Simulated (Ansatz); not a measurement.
# VN: the cost of one run

Computed with Ansatz 0.2.0 (DFT LDA+U (U_eff = 7 eV on V d), plane waves, PAW, unless a step's input says otherwise).

2 further runs of the same task are left out: 2 that didn't finish.

## (1) Starting point

Symmetry: Fm-3m, No. 225, cubic system. Conventional cell: a = 4.128 Å, b = 4.128 Å, c = 4.128 Å, α = 90.00°, β = 90.00°, γ = 90.00°. V (site symmetry m-3m) is surrounded by 6 N at 2.06 Å. N (site symmetry m-3m) has 6 V at 2.06 Å as nearest neighbours.

Coordinates:

```
V N
1.0
     0.00000    2.06400    2.06400
     4.12800    2.06400    2.06400
     4.12800    4.12800    0.00000
V N
2 2
Direct
  0.00000 0.00000 0.00000
  0.00000 0.00000 0.50000
  0.50000 0.50000 0.00000
  0.50000 0.50000 0.50000
```

An earlier series on this cell reached its lowest free state from «ferromagnetic start, free, natural orbitals of the symmetric run filled by rank», perhaps among other starts.

## (2) Total moment locked at zero, no site moments, 0.00 μB per cell

The input, input.yaml:

```yaml
crystal:
  lattice:
    - [0.0, 2.06400093, 2.06400093]
    - [4.12800186, 2.06400093, 2.06400093]
    - [4.12800186, 4.12800186, 0.0]
  atoms:
    - { symbol: V, position: [0.0, 0.0, 0.0] }
    - { symbol: "N", position: [0.5, 0.5, 0.0] }
    - { symbol: V, position: [0.0, 0.0, 0.5] }
    - { symbol: "N", position: [0.5, 0.5, 0.5] }
basis:
  ecutwfc: 420
  ecutrho_ratio: 4
kpoints:
  mp_grid: { grid: [8, 8, 8] }
hamiltonian:
  xc: lda
  hubbard:
    sites: [{ site: 0, l: d, u_eff: 7.0 }, { site: 2, l: d, u_eff: 7.0 }]
scf:
  occupations: { method: gaussian, width: 0.05 }
  lower_state_search: "off"
  max_iter: 150
output:
  forces: true
  stress: true
  eigenvalues: true
  populations: true
  hubbard: { sites: [{ site: 0, l: d }, { site: 2, l: d }] }
magnetization:
  spin_polarized: true
  initial_magnetization: 0.0
  spin_locking: { lock_magnetization: hard }
```

The lock stays on to the end, so the result is a constrained state.

Started as:

```console
> ansatz run input.yaml --threads 2 --pin off --max-ram 3072MiB --backend cpu --events-out ev --progress --plain --runs-dir out
```

Q: Estimate wall time and peak memory on 2 threads of Intel Xeon Platinum 8488C (Sapphire Rapids), shared host.

About 5.9 s, with a peak of 0.51 GiB.
